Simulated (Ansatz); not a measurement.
# Levels of theory for CO₂ (Cmce)

All numbers come from the PAW code Ansatz. No spin polarisation and no zero-point or thermal motion.

Structure: CO₂ (Cmce) from a database of computed structures, at its r2SCAN+rVV10 minimum. C is surrounded by 2 O at 1.16 Å; O is surrounded by 1 C at 1.16 Å.

Space group Cmce (No. 64). a = 5.286 Å, b = 4.760 Å, c = 6.427 Å, α = 90.00°, β = 90.00°, γ = 90.00°
```csv
atom,site,symmetry,x,y,z
C,4a,2/m..,0.0000,0.0000,0.0000
O,8f,m..,0.5000,0.6963,0.8929
```

Relaxed lattice by functional, symmetry kept:
```tsv
functional	k mesh	a (Å)	b (Å)	c (Å)	volume (Å³/atom)
PBE-D3(BJ)	6×6×4	5.591	5.027	6.743	15.79
r2SCAN+rVV10	6×6×4	5.286	4.760	6.427	13.47
PBE-D4	6×6×4	5.596	5.023	6.732	15.77
```

Band edges at fixed r2SCAN+rVV10 geometry:
```csv
level,k mesh,gap (eV),kind,edges,least direct gap (eV)
LDA,8×8×4,6.40,indirect,Y → Γ,6.97
PBE,8×8×4,6.70,indirect,Y → Γ,7.26
r2SCAN,8×8×4,7.31,indirect,Y → Γ,7.88
```
PBE: smearing of 0.02 eV; the others have fixed occupations.
Wave cutoffs: 420 eV, 500 eV (r2SCAN). Run but not listed, since they were read on a mesh alone, on too coarse a mesh, or into states of the vacuum: r2SCANh, HSE06, DDH-PBE0, PBE0.

r2SCAN gives an indirect gap of 7.31 eV, from Y to Γ; the least direct gap is 7.88 eV at Γ.

All these functionals give a gap of the same kind, indirect.

r2SCAN (ground state on 6×6×4): The electronic dielectric tensor ε∞ is 1.75, 2.24 and 2.04 along x, y and z. Born charges, averaged over directions: C +1.48, O -0.74 e. PBE (ground state on 6×6×4): ε∞: 1.78, 2.29 and 2.08 along x, y and z. Born charges, averaged over directions: C +1.44, O -0.72 e.
